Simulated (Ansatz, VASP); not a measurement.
## One calculation of Ru, two programs

INCAR

```
PREC     = Accurate       # precision mode
ENCUT    = 520            # plane-wave cutoff, eV
EDIFF    = 1E-7           # SCF threshold, eV
ISMEAR   = 0              # smearing method
SIGMA    = 0.15           # smearing width, eV
LREAL    = F              # projectors in reciprocal space
LASPH    = T              # aspherical terms in the spheres
NELM     = 80             # most SCF steps
ALGO     = Fast           # electronic algorithm
ISIF     = 2              # what is computed and relaxed
LWAVE    = F              # write WAVECAR
LCHARG   = F              # write CHGCAR
GGA      = PS             # functional
NBANDS   = 21             # bands
```

The input KPOINTS:

```
regular mesh
0
Gamma
  21 21 12
```

Contents of POSCAR:

```
Ru
1.0
    2.6324239911      0.0000000000      0.0000000000
   -1.3162119955      2.2797460498      0.0000000000
    0.0000000000      0.0000000000      4.2974321654
Ru
2
Direct
    0.3333333333      0.6666666667      0.2500000000
    0.6666666667      0.3333333333      0.7500000000
```

Input for Ansatz:

```yaml
crystal:
  lattice:
    - [2.6324239911, 0.0, 0.0]
    - [-1.3162119955, 2.2797460498, 0.0]
    - [0.0, 0.0, 4.2974321654]
  atoms:
    - { symbol: Ru, position: [0.3333333333, 0.6666666667, 0.25] }
    - { symbol: Ru, position: [0.6666666667, 0.3333333333, 0.75] }
basis:
  ecutwfc: 420
kpoints:
  mp_grid: { grid: [21, 21, 12] }
hamiltonian:
  xc: pbesol
  pseudopotentials: { kind: paw, azcp: { folder: soft_1 } }
scf:
  occupations: { method: gaussian, width: 0.15 }
output:
  forces: true
  stress: true
  eigenvalues: true
```

Alike in both runs: task single point; functional PBEsol; k mesh 21 × 21 × 12; occupations gaussian, width 0.15 eV; no spin polarisation.

|  | VASP | Ansatz |
| --- | --- | --- |
| version | VASP 6.6.1 | Ansatz 0.2.0 |
| potentials or method | VASP PAW PBE potentials, release 64 (Ru_pv) | scalar-relativistic, plane waves, PAW |
| plane-wave cutoff (eV) | 520 | 420 |
| valence electrons in the cell | 28 | 32 |

VASP gave:

| Item | Value |
| --- | --- |
| gap on the k mesh at the Fermi level (eV) | none |
| pressure (GPa) | 12.2 |
| largest component of the traceless stress (GPa) | 11.75 |

Q: Estimate Ansatz's values.

A: gap on the k mesh at the Fermi level (eV): none; pressure (GPa): 12.2; largest component of the traceless stress (GPa): 11.76.

A gap of «none» marks a metal or a gap that the smearing closes. With one functional, cell and mesh, what is left measures potentials, basis and numerics. The two sets of potentials don't hold the same shells in valence. Ansatz warned: «pseudo_functional_mismatch».

Caveats: the PAW data sets were made with another functional, which shifts forces and pressure a little (VASP).
